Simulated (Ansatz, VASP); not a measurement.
## Two plane-wave programs on Ca

The input INCAR:

```
SYSTEM = Ca
PREC = Accurate ; ENCUT = 520
EDIFF = 1E-7 ; ISMEAR = -1
SIGMA = 0.05 ; LREAL = .FALSE.
LASPH = .TRUE. ; NELM = 100
ALGO = Normal ; ISIF = 2
LWAVE = .FALSE. ; LCHARG = .FALSE.
GGA = PE ; NBANDS = 11
```

KPOINTS

```
Automatic mesh
0
G
  8 8 8
  0 0 0
```

Contents of POSCAR:

```
Ca
1.0
   -2.2839327222      2.2839327222      2.2839327222
    2.2839327222     -2.2839327222      2.2839327222
    2.2839327222      2.2839327222     -2.2839327222
Ca
1
Direct
    0.0000000000      0.0000000000      0.0000000000
```

Contents of input.yaml:

```yaml
crystal:
  lattice:
    - [-2.2839327222, 2.2839327222, 2.2839327222]
    - [2.2839327222, -2.2839327222, 2.2839327222]
    - [2.2839327222, 2.2839327222, -2.2839327222]
  atoms:
    - { symbol: Ca, position: [0.0, 0.0, 0.0] }
hamiltonian:
  xc: pbe
  pseudopotentials: { kind: paw }
kpoints:
  mp_grid: { grid: [8, 8, 8] }
scf:
  occupations: { method: fermi_dirac, width: 0.05 }
output:
  forces: true
  stress: true
  eigenvalues: true
  write_density: true
  write_potential: true
  elf: true
  volumetric_format: npy
```

Change from the starting cell: volume scaled by 1.06.

Alike in both runs: task single point; functional PBE; k mesh 8 × 8 × 8; occupations fermi-dirac, width 0.05 eV; no spin polarisation.

|  | VASP | Ansatz |
| --- | --- | --- |
| version | VASP 6.6.1 | Ansatz 0.2.0 |
| potentials or method | VASP PAW PBE potentials, release 64 (Ca_sv) | Ansatz PAW |
| plane-wave cutoff (eV) | 520 | 420 |
| valence electrons in the cell | 10 | 10 |

```tsv
	VASP	Ansatz	Ansatz less VASP
gap on the k mesh at the Fermi level (eV)	none	none	-
pressure (GPa)	-1.7	-1.7	-0.01
```

A gap of «none» marks a metal or a gap that the smearing closes.
